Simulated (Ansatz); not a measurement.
The system is SnO2.

```
Sn O
1.0
     5.17526    0.00000    0.00000
     0.00000    5.17526    0.00000
     0.00000    0.00000    5.17526
Sn O
4 8
Direct
  0.00000 0.00000 0.00000
  0.50000 0.00000 0.50000
  0.50000 0.50000 0.00000
  0.00000 0.50000 0.50000
  0.66110 0.83890 0.16110
  0.83890 0.16110 0.66110
  0.16110 0.66110 0.83890
  0.33890 0.33890 0.33890
  0.66110 0.66110 0.66110
  0.83890 0.33890 0.16110
  0.16110 0.83890 0.33890
  0.33890 0.16110 0.83890
```

Measurements of this composition are mostly on another form, of space group No. 136.

| Property | Result |
| --- | --- |
| Program | Ansatz 0.2.0 |
| Task | single point |
| Functional | PBE |
| Potentials or basis | all-electron LAPW, scalar-relativistic |
| Cutoff | 386 eV (chosen from the basis error) |
| Basis error allowed | 0.001 eV/atom |
| k mesh | 5 × 5 × 5 |
| Occupations | fermi-dirac, width 0.05 eV |
| Spin | no spin polarisation |

On this cell: pressure -0.7 GPa; largest force under 0.003 eV/Å; band gap on the k mesh 0.57 eV, indirect (least direct gap 0.63 eV).

The same run follows on a disturbed copy (atoms moved at random, drawn with an rms of 0.05 Å):

```xyz
12
Lattice="5.1753 0.0000 0.0000 0.0000 5.1753 0.0000 0.0000 0.0000 5.1753" Properties=species:S:1:pos:R:3 pbc="T T T"
Sn   -0.0013   -0.0342    0.0521
Sn    2.5912    0.0103    2.5879
Sn    2.6231    2.6181   -0.0036
Sn    0.0293    2.5832    2.5906
O     3.4559    4.3222    0.8521
O     4.3064    0.7755    3.4273
O     0.8348    3.4080    4.3839
O     1.7608    1.7651    1.7109
O     3.4286    3.4183    3.3942
O     4.3620    1.7827    0.8473
O     0.7719    4.3041    1.7651
O     1.7420    0.8627    4.3247
```

**Question.** What does the disturbed cell give?

**Answer.** The energy moves by +15.6 meV/atom; pressure -0.1 GPa; largest force 1.428 eV/Å; band gap on the k mesh 0.50 eV, indirect (least direct gap 0.59 eV).

Forces in eV/Å, atoms in the order of the input:
```
Sn   0.174  0.928 -1.003
Sn  -0.404 -0.055 -0.022
Sn  -0.206 -0.554 -0.318
Sn  -0.443 -0.666  0.599
O   -0.685  0.254  0.085
O    0.759  0.710  0.195
O    0.009  0.065 -0.343
O    0.012 -0.423  0.367
O   -0.123 -0.245  0.254
O   -0.050 -0.505 -0.217
O    1.169  0.743  0.349
O   -0.211 -0.253  0.053
```

Stress tensor (GPa, compression positive):
```
 0.09  0.38 -0.03
 0.38 -0.19 -0.14
-0.03 -0.14 -0.22
```

Caveats: spin-orbit coupling is left out, which moves the levels of the heavy elements; an odd mesh through Γ misses points on the zone boundary, where band edges often lie.
